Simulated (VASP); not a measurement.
# CdS, energy difference of two geometries: which settings are enough?

CdS, F-43m (no. 216), 2 atoms in the cell. SCAN, energy difference of two geometries; PAW potentials Cd, S (PBE set). VASP 6.6.1.

Wanted: energy difference within 0.125 meV/atom.

What the run is for: energy difference; Accuracy asked: tight; Second geometry: volume scaled by 0.94.

The series start from Plane-wave cutoff (eV): 360; k-point mesh: 7 × 7 × 7; Precision mode (PREC): Accurate; Electronic threshold (eV): 1e-6; Aspherical gradient terms in the spheres (LASPH): yes; Electronic algorithm: ALGO=Normal. Each series keeps the choices made before it, and each single choice may use up half of a tolerance. Times cover all steps of a run.

## Plane-wave cutoff (eV)

| Plane-wave cutoff (eV) | Energy difference (meV/atom) | Time (s) |
|---|---|---|
| 220 | 30.48 | 51 |
| 280 | 34.64 | 48 |
| 320 | 33.92 | 56 |
| 360 | 32.39 | 69 |
| 410 | 32.41 | 84 |
| 480 | 32.35 | 138 |
| 580 | 32.15 | 104 |
| 720 (reference) | 32.67 | 143 |

## k-point mesh

| k-point mesh | Energy difference (meV/atom) | Time (s) |
|---|---|---|
| 2 × 2 × 2 | 65.89 | 47 |
| 3 × 3 × 3 | 39.85 | 49 |
| 4 × 4 × 4 | 34.26 | 82 |
| 5 × 5 × 5 | 33.03 | 105 |
| 7 × 7 × 7 | 32.67 | 143 |
| 8 × 8 × 8 | 32.65 | 199 |
| 10 × 10 × 10 | 32.65 | 231 |
| 13 × 13 × 13 (reference) | 32.65 | 507 |

## Precision mode (PREC)

| Precision mode (PREC) | Energy difference (meV/atom) | Time (s) |
|---|---|---|
| SingleN | 35.01 | 96 |
| Normal | 32.33 | 102 |
| Single | 31.36 | 167 |
| Accurate (reference) | 32.67 | 143 |

## Electronic threshold (eV)

| Electronic threshold (eV) | Energy difference (meV/atom) | Time (s) |
|---|---|---|
| 0.001 | 32.07 | 87 |
| 0.0001 | 32.67 | 130 |
| 1e-5 | 32.68 | 156 |
| 1e-6 | 32.67 | 143 |
| 1e-7 (reference) | 32.68 | 197 |

## Aspherical gradient terms in the spheres (LASPH)

| Aspherical gradient terms in the spheres (LASPH) | Energy difference (meV/atom) | Time (s) |
|---|---|---|
| no | 33.46 | 126 |
| yes (reference) | 32.67 | 130 |

## Electronic algorithm

| Electronic algorithm | Energy difference (meV/atom) | Time (s) |
|---|---|---|
| ALGO=Normal | 32.67 | 130 |
| ALGO=Fast | 32.68 | 159 |
| ALGO=VeryFast | 32.67 | 213 |
| ALGO=All ISEARCH=1 | 32.68 | 154 |
| ALGO=All ISEARCH=0 | 32.69 | 152 |
| ALGO=Damped TIME=0.4 | 32.68 | 133 |
| ALGO=Damped TIME=0.1 | 32.68 | 185 |

## Question

The rows run from the loosest to the tightest (no order: electronic algorithm). For each series: choose the loosest value from which every tighter one stays within half of the tolerance; where there is no order, keep the first row unless others stay within half of the tolerance and take at least 30 % less time, and then take the fastest.

## Answer

- Plane-wave cutoff (eV): 720, the tightest run, since the next looser one is off by more than half of the tolerance (convergence isn't shown beyond it)
- k-point mesh: 7 × 7 × 7
- Precision mode (PREC): Accurate, the last of the list; the one before it is off by more than half of the tolerance
- Electronic threshold (eV): 0.0001
- Aspherical gradient terms in the spheres (LASPH): yes, the last of the list; the one before it is off by more than half of the tolerance
- Electronic algorithm: ALGO=Normal

## All choices together

| Input | Energy difference (meV/atom) | Time (s) |
|---|---|---|
| the program's defaults (naive) | 31.46 | 6.2 |
| chosen settings | 32.67 | 130 |
| reference settings throughout | 32.65 | 615 |

The chosen settings stay within the tolerance of the reference run, but the reference itself isn't shown to be converged in: Plane-wave cutoff (eV).

## The input

INCAR:
```
ALGO = Normal ; EDIFF = 1E-4
EFERMI = MIDGAP ; ENCUT = 720
GGA_COMPAT = False ; ISIF = 2
ISMEAR = 0 ; LASPH = True
LCHARG = False ; LMIXTAU = True
LREAL = False ; LWAVE = False
METAGGA = SCAN ; NELM = 120
PREC = Accurate ; SIGMA = 0.03
```

KPOINTS:
```
Automatic mesh
0
Gamma
  7 7 7
  0 0 0
```

POSCAR.step1:
```
CdS
1.0
    0.0000000000      2.9165000000      2.9165000000
    2.9165000000      0.0000000000      2.9165000000
    2.9165000000      2.9165000000      0.0000000000
Cd S
1 1
Direct
    0.0000000000      0.0000000000      0.0000000000
    0.7500000000      0.7500000000      0.7500000000
```

POSCAR.step2:
```
CdS
1.0
    0.0000000000      2.8569628861      2.8569628861
    2.8569628861      0.0000000000      2.8569628861
    2.8569628861      2.8569628861      0.0000000000
Cd S
1 1
Direct
    0.0000000000      0.0000000000      0.0000000000
    0.7500000000      0.7500000000      0.7500000000
```

Commands (each step's output is kept before the next begins):
```
cat potpaw_PBE.64/Cd/POTCAR potpaw_PBE.64/S/POTCAR > POTCAR
cp POSCAR.step1 POSCAR
mpirun -np 1 vasp_std > vasp.out
cp POSCAR.step2 POSCAR
mpirun -np 1 vasp_std > vasp.out
```

The chosen input took VASP 6.6.1 130 s on 1 core (Intel Xeon Platinum 8488C (Sapphire Rapids)), a shared host.

## An input that fails: cutoff far too low

It runs to its end, but against the unchanged starting input it is off by 966.94 meV/atom in the energy difference.

Changes against the starting input:
```
(all steps)
- NELM = 120
- ENCUT = 360
+ NELM = 79
+ ENCUT = 100
```
